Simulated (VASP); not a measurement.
## BeTe: single point with HSE06

BeTe:

```
Te Be
1.0
     0.00000    2.77000    2.77000
     2.77000    0.00000    2.77000
     2.77000    2.77000    0.00000
Te Be
1 1
Direct
  0.75000 0.75000 0.75000
  0.00000 0.00000 0.00000
```

```yaml
Program: VASP 6.6.1
Task: single point
Functional: HSE06
Potentials_or_basis: VASP PAW PBE potentials, release 64 (Te, Be)
Cutoff: 520 eV
k_mesh: 6 × 6 × 6
Occupations: gaussian, width 0.02 eV
Spin: spin-orbit coupling, no magnetisation
Ladder: gaps
Grid_for_exact_exchange_PRECFOCK: Fast
Screening_parameter: 0.2 1/A
Further_INCAR_settings: ALGO = Normal; EDIFF = 1e-06; NBANDS = 20
```

```
Pressure                                              : 3.2 GPa
Valence electrons inside the program's atomic spheres : Te 3.67; Be 0.99
```

Wall time 12 min on 4 MPI ranks on Intel(R) Xeon(R) Platinum 8488C (Sapphire Rapids), with other jobs on the host, peak memory 0.39 GiB a rank.

Caveat: the PAW data sets were made with another functional, which shifts forces and pressure a little.
